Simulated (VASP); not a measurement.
Wanted: the native input for a VASP 6.6.1 run.

| Item | Value |
| --- | --- |
| Task | single point |
| Functional | PBEsol |
| Potentials or basis | VASP PAW PBE potentials, release 64 (Ag, Cl) |
| Cutoff | 520 eV |
| k mesh | 8 × 8 × 8 |
| Occupations | gaussian, width 0.05 eV |
| Spin | no spin polarisation |
| Dipole correction | no |
| Further INCAR settings | ALGO = Fast; EDIFF = 1e-06; NBANDS = 16 |

The structure of AgCl lies in POSCAR:

```
AgCl
1.0
    0.0000000000      2.7315527500      2.8563445000
    2.7315527500      0.0000000000      2.8563445000
    2.7315527500      2.7315527500      0.0000000000
Ag Cl
1 1
Direct
    0.5000000000      0.5000000000      0.5000000000
    0.0000000000      0.0000000000      0.0000000000
```

The cell isn't the ideal one: strain -0.015 along x and y, +0.030 along z, atoms carried along.

These files were run (other wordings do the same):

INCAR

```
SYSTEM = AgCl
ALGO = Fast
EDIFF = 1E-6
ENCUT = 520
GGA = PS
ISIF = 2
ISMEAR = 0
LASPH = .True.
LCHARG = .False.
LREAL = .False.
LWAVE = .False.
NBANDS = 16
NELM = 100
PREC = Accurate
SIGMA = 0.05
```

KPOINTS

```
k-points
0
Gamma
  8 8 8
  0 0 0
```

Potentials or basis: VASP PAW PBE potentials, release 64 (Ag, Cl).

Run with:

```console
$ cat potpaw_PBE.64/Ag/POTCAR potpaw_PBE.64/Cl/POTCAR > POTCAR
$ mpirun -np 1 vasp_std > vasp.out
```

It gave:

```json
{"Pressure": "-2.5 GPa", "Band gap on the k mesh": "0.60 eV, indirect (least direct gap 2.99 eV)"}
```

Caveat: the PAW data sets were made with another functional, which shifts forces and pressure a little.

Run time: 23 s on 1 thread of Intel(R) Xeon(R) Platinum 8488C (Sapphire Rapids) (shared host), peak memory 0.18 GiB.
